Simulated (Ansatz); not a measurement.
Crystal: CuO.

```
Cu O
1.0
     3.17550    0.00000    0.00000
     0.00000    3.17550    0.00000
     0.00000    0.00000    4.64953
Cu O
2 2
Direct
  0.00000 0.00000 0.00000
  0.50000 0.50000 0.00000
  0.50000 0.00000 0.26700
  0.00000 0.50000 0.73300
```

The cell was built by a generator and needn't be a form met in nature.

| Property | Result |
| --- | --- |
| Program | Ansatz 0.2.0 |
| Task | relaxation of cell and atoms |
| Functional | PBE |
| Potentials or basis | all-electron LAPW, scalar-relativistic |
| Basis error allowed | 0.002 eV/atom |
| k mesh | 6 × 6 × 5 |
| Occupations | fermi-dirac, width 0.05 eV |
| Spin | no spin polarisation |

At the start: volume 11.72 Å³/atom.

Q: Where does the relaxation end?

A: Over 17 steps the energy falls by 721.6 meV/atom and the volume is 15.34 Å³/atom (+30.9 %); space group P4/mmm (No. 123, to 0.05 Å).

Step by step:
```
step  energy change (eV)  largest force (eV/Å)  volume (Å³)
   1              0.0000                0.8990        46.88
   2             -0.7344                0.9175        50.17
   3             -1.2939                1.0178        53.74
   4             -1.5720                0.6916        55.57
   5             -1.7744                0.5981        57.07
   6             -2.0815                0.9019        59.13
   7             -2.5385                1.1142        61.04
   8             -2.8071                0.4489        60.64
   9             -2.8276                0.0791        58.42
  10             -2.8818                0.0088        61.03
  11             -2.8863                0.0019        60.55
  12             -2.8863                0.0016        60.64
  13             -2.8864                0.0008        60.80
  14             -2.8864                0.0005        61.08
  15             -2.8864                0.0009        61.25
  16             -2.8864                0.0007        61.37
  17             -2.8864                0.0008        61.37
```

Final structure:
```yaml
crystal:
  lattice:
    - [3.88931, 0.00000, 0.00000]
    - [0.00000, 3.88931, 0.00000]
    - [0.00000, 0.00000, 4.05713]
  atoms:
    - { symbol: Cu, position: [0.00000, 0.00000, 0.00000] }
    - { symbol: Cu, position: [0.50000, 0.50000, 0.00000] }
    - { symbol: O, position: [0.50000, 0.00000, 0.99901] }
    - { symbol: O, position: [0.00000, 0.50000, 0.00099] }
```

Caveat: the k mesh is thin for a metal, which can move the energy by tens of meV per atom; the volume moved by over 15 % at a fixed basis, so the end points are rough; the run has no spin polarisation, though such a crystal can be magnetic.
